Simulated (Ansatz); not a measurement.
# Si(111) with Br on 50 % of the top atoms and H on the rest: bands and core levels, part 3 of 3

Aim: core-level components, unfolded bands and work function of Si(111) with Br on 50 % of the top atoms and H on the rest.

Ansatz 0.2.0; DFT, PBE, plane-wave PAW, scalar-relativistic; PAW set soft_1.

So far, gap on the k-mesh (eV): step 2 (relaxation) 1.07; step 3 (layer-resolved bands, DOS and potential) 1.07.

## (5) Z+1 stand-in on atom 8

System of this step: Si23PH6Br2. The cell holds 32 atoms: 2 Br, 6 H, 23 Si and 1 P. Its edges and angles: a = 7.679 Å, b = 7.679 Å, c = 24.774 Å, α = 90.0°, β = 90.0°, γ = 60.0°. It derives from Si. Regions: ad, 4 atoms (2 Br and 2 H); L1, 4 atoms (3 Si and 1 P); L2, 4 atoms (4 Si); L3, 4 atoms (4 Si); mid, 4 atoms (4 Si); rest, 12 atoms (8 Si and 4 H). Vacuum lies along c.

The same swap on atom 8.

Input file input.yaml:

```yaml
crystal:
  lattice:
    - [7.6791796437, 0.0, 0.0]
    - [3.8395898218, 6.6503646517, 0.0]
    - [0.0, 0.0, 24.7737769138]
  atoms:
    - { symbol: Br, position: [0.0002113293, -0.0004226587, 0.7176148627] }
    - { symbol: Br, position: [0.5002113293, -0.0004226587, 0.7176148627] }
    - { symbol: H, position: [-0.0002474268, 0.5004948537, 0.6888599581] }
    - { symbol: H, position: [0.4997525732, 0.5004948537, 0.6888599581] }
    - { symbol: Si, position: [-0.0001660556, 0.0003321113, 0.626387956] }
    - { symbol: Si, position: [0.4998339444, 0.0003321113, 0.626387956] }
    - { symbol: Si, position: [0.0003957263, 0.4992085473, 0.6283674497] }
    - { symbol: P, position: [0.5003957263, 0.4992085473, 0.6283674497] }
[... 20 atom lines left out ...]
    - { symbol: H, position: [0.0, 0.0, 0.282556835] }
    - { symbol: H, position: [0.5, 0.0, 0.282556835] }
    - { symbol: H, position: [0.0, 0.5, 0.282556835] }
    - { symbol: H, position: [0.5, 0.5, 0.282556835] }
kpoints:
  mp_grid: { grid: [3, 3, 1] }
scf:
  occupations: { method: fermi_dirac, width: 0.02 }
  n_extra_bands: 25
hamiltonian:
  xc: pbe
  pseudopotentials: { kind: paw, azcp: { folder: soft_1 } }
output:
  forces: true
  write_potential: true
  volumetric_format: []
efield:
  axis: 3
  dipole_correction: true
```

Command:

```
$ ansatz run input.yaml --threads 4 --pin off --max-ram 11264MiB --backend cpu --events-out ev --progress --plain --runs-dir out
```

The job ended after 8.2 s (4 threads of AMD EPYC 9B45 (Zen 5), shared host; peak memory 2.2 GiB; 28 s of CPU time).

Numbers from this step:

```
free energy             : -21041.5650 eV
energy at zero smearing : -21041.5531 eV
smearing term TS        : 0.02369 eV
Fermi energy            : 0.8361 eV
```

## (6) Z+1 stand-in on atom 9

System of this step: Si23PH6Br2. The cell holds 32 atoms: 2 Br, 6 H, 23 Si and 1 P. Its edges and angles: a = 7.679 Å, b = 7.679 Å, c = 24.774 Å, α = 90.0°, β = 90.0°, γ = 60.0°. It derives from Si. Regions: ad, 4 atoms (2 Br and 2 H); L1, 4 atoms (4 Si); L2, 4 atoms (1 P and 3 Si); L3, 4 atoms (4 Si); mid, 4 atoms (4 Si); rest, 12 atoms (8 Si and 4 H). Vacuum lies along c.

The same swap on atom 9.

input.yaml, as its differences from that of step 5:

```diff
@@ -13,4 +13,4 @@
     - { symbol: Si, position: [0.0003957263, 0.4992085473, 0.6283674497] }
-    - { symbol: P, position: [0.5003957263, 0.4992085473, 0.6283674497] }
-    - { symbol: Si, position: [0.8324505692, 0.3350988616, 0.596292787] }
+    - { symbol: Si, position: [0.5003957263, 0.4992085473, 0.6283674497] }
+    - { symbol: P, position: [0.8324505692, 0.3350988616, 0.596292787] }
     - { symbol: Si, position: [0.3324505692, 0.3350988616, 0.596292787] }
```

The job ended after 8.7 s (4 threads; peak memory 2.3 GiB; 30 s of CPU time).

This step gave:

```
free energy             : -21041.7093 eV
energy at zero smearing : -21041.6975 eV
smearing term TS        : 0.02375 eV
Fermi energy            : 0.8424 eV
```

## (7) Z+1 stand-in on atom 17

System of this step: Si23PH6Br2. The cell holds 32 atoms: 2 Br, 6 H, 23 Si and 1 P. Cell: a = 7.679 Å, b = 7.679 Å, c = 24.774 Å, α = 90.0°, β = 90.0°, γ = 60.0°. It derives from Si. Regions: ad, 4 atoms (2 Br and 2 H); L1, 4 atoms (4 Si); L2, 4 atoms (4 Si); L3, 4 atoms (4 Si); mid, 4 atoms (1 P and 3 Si); rest, 12 atoms (8 Si and 4 H). Vacuum lies along c.

The same swap on atom 17.

input.yaml, as its differences from that of step 6:

```diff
@@ -14,3 +14,3 @@
     - { symbol: Si, position: [0.5003957263, 0.4992085473, 0.6283674497] }
-    - { symbol: P, position: [0.8324505692, 0.3350988616, 0.596292787] }
+    - { symbol: Si, position: [0.8324505692, 0.3350988616, 0.596292787] }
     - { symbol: Si, position: [0.3324505692, 0.3350988616, 0.596292787] }
@@ -22,3 +22,3 @@
     - { symbol: Si, position: [0.3332726992, 0.8334546017, 0.5005157963] }
-    - { symbol: Si, position: [0.1665192088, 0.1669615824, 0.4684806859] }
+    - { symbol: P, position: [0.1665192088, 0.1669615824, 0.4684806859] }
     - { symbol: Si, position: [0.6665192088, 0.1669615824, 0.4684806859] }
```

Run time: 9.7 s. Hardware: 4 threads; peak memory 2.3 GiB; 34 s of CPU time.

Numbers from this step:

| Item | Value |
| --- | --- |
| free energy | -21041.6999 eV |
| energy at zero smearing | -21041.6879 eV |
| smearing term TS | 0.02400 eV |
| Fermi energy | 0.7598 eV |

## (8) Shifts from the Z+1 runs

An atom with a screened core hole acts like the next element, so the difference of two such total energies is the shift between the two sites; positive is more bound. Shifts count from the last listed atom of each element.

```csv
atom,region,replaced by,shell meant,free energy (eV),shift (eV)
Si5,layer 1,P,2p,-21041.001,+0.70
Si8,layer 1,P,2p,-21041.565,+0.13
Si9,layer 2,P,2p,-21041.709,-0.01
Si17,middle,P,2p,-21041.700,+0.00
```

The stand-in's nearest image is 7.7 Å away. The method gives no absolute levels and the same shift for every shell of an atom.

## (9) Summary of results

```yaml
ionisation_potential: 5.32 eV (upper face; lower face 4.65 eV)
electron_affinity_kohn_sham: 4.25 eV (slab's lowest empty level against the upper vacuum)
si_core_shifts_among_the_listed_atoms_from_the_last_listed_one: -0.01 to +0.70 eV
```

**Reading.** The valence top of Si(111) with Br on 50 % of the top atoms and H on the rest lies 5.32 eV (upper face; lower face 4.65 eV) below the vacuum and the lowest empty level 4.25 eV below the vacuum of the upper face. Only the strongest levels a point were stored, too few to count surface states. The upper face's value lies 0.68 eV above that of the hydrogen-covered lower face; the difference is the dipole step of the groups. Core shifts by the Z+1 route: Si -0.01 to +0.70 eV. Among the sites run, the most bound Si 2p level is that of Si5 (layer 1), bonded to 3 Si and 1 Br; the least bound, 0.71 eV shallower, that of Si9 (layer 2), bonded to 4 Si. That is the order that electronegative neighbours give as a rule, though screening of the hole enters too. With the next element in place the extra electron enters the lowest empty band of the cell, and its attraction to the stand-in enters the order. At 21.2 eV the valence spectrum has its highest listed peak within 10.8 eV at 2.4 eV (Br 4p). At 1486.7 eV the valence spectrum has its highest listed peaks within 13 eV at 2.4 eV (Br 4p), 6.5 eV (Si 3s) and 9.2 eV (Si 3s). The shell named is the one with most of the intensity, cross sections included, not always the one with most states there. In the main run, from 1486.7 eV towards hard X-rays the Br 4s share grows by 15 points, as its cross section falls more slowly with photon energy than those of the shells it gains on. The spectra rest on a 3×3×1 mesh, so closely spaced maxima can be ripples of the mesh. The slab's own atoms span 7.1 Å, so bulk bands appear as a few quantum-well levels, and states of the two faces can mix. The affinity uses the Kohn–Sham gap, which is too small, so the true affinity is lower and the true ionisation potential usually higher.

[Logs are printed without paths, hosts, clocks, repeated set-up lines and the standing remarks that a program may print on its own settings, such as how far it seeks lower states.]

[Hosts, paths, dates, database ids (printed as entryN), source tags and the programs' standing remarks are cut or masked in the printed files.]

[Maps of the electrostatic potential energy from Ansatz leave out the sawtooth potential of an applied field or a dipole correction, so their vacuum need not be flat; work functions include it.]
